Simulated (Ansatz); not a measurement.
CuO (Tenorite): equation of state with BLYP+D3(BJ)

CuO (Tenorite):

```
CELL_PARAMETERS angstrom
2.34185 -1.71130 0.00000
2.34185 1.71130 0.00000
-0.85003 0.00000 5.05787
ATOMIC_POSITIONS crystal
Cu 0.50000 0.00000 0.50000
Cu 0.00000 0.50000 0.00000
O 0.41840 0.58160 0.75000
O 0.58160 0.41840 0.25000
```

```yaml
Program: Ansatz 0.2.0
Task: equation of state
Functional: BLYP
Dispersion: D3(BJ)
Potentials_or_basis: Ansatz PAW
Cutoff: 420 eV
Density_cutoff: 1680 eV
k_mesh: 10 × 10 × 5
Occupations: fermi-dirac, width 0.05 eV
Spin: no spin polarisation
```

```yaml
Equilibrium_volume: 10.30 Å³/atom
Bulk_modulus_at_fixed_shape_and_positions: 167 GPa
Pressure_derivative_of_the_bulk_modulus: 4.7
```

Energy against volume, from the lowest point:
```csv
volume (Å³/atom),energy (meV/atom)
9.527,35.19
9.730,18.38
9.932,7.32
10.135,1.38
10.338,0.00
10.540,2.73
10.743,9.10
```

All runs of the series together: 45 s on 2 threads of Arm Neoverse V1, with other jobs on the host.

Caveat: the potentials were made for another functional, which shifts forces and pressure; the cell was scaled at fixed shape and fractional positions, which overstates the stiffness of a crystal with free parameters, most of all of layers and chains; the run has no spin polarisation, though such a crystal can be magnetic.
